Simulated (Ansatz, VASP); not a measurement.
**SiC: VASP beside Ansatz**

```
CELL_PARAMETERS angstrom
0.00000 2.16453 2.16453
2.16453 0.00000 2.16453
2.16453 2.16453 0.00000
ATOMIC_POSITIONS crystal
Si 0.75000 0.75000 0.75000
C 0.00000 0.00000 0.00000
```

Alike in both runs: functional LDA; k mesh 10 × 10 × 10; occupations gaussian, width 0.02 eV; no spin polarisation.

Ansatz relaxed the structure, and its values are those at the end. VASP's run is a single point on that final structure, the one shown.

|  | VASP | Ansatz |
| --- | --- | --- |
| version | VASP 6.6.1 | Ansatz 0.2.0 |
| potentials or method | VASP PAW LDA potentials, release 64 (Si, C) | scalar-relativistic, plane waves, PAW |
| plane-wave cutoff (eV) | 520 | 420 |
| valence electrons in the cell | 8 | 8 |

|  | VASP | Ansatz | Ansatz less VASP |
| --- | --- | --- | --- |
| gap on the k mesh at the Fermi level (eV) | 1.29 | 1.30 | +0.013 |
| least direct gap on the mesh (eV) | 4.52 | 4.54 | +0.018 |
| pressure (GPa) | 0.4 | 0.0 | -0.40 |

Ansatz warned: «pseudo_functional_mismatch».

A k mesh can miss the band edges.
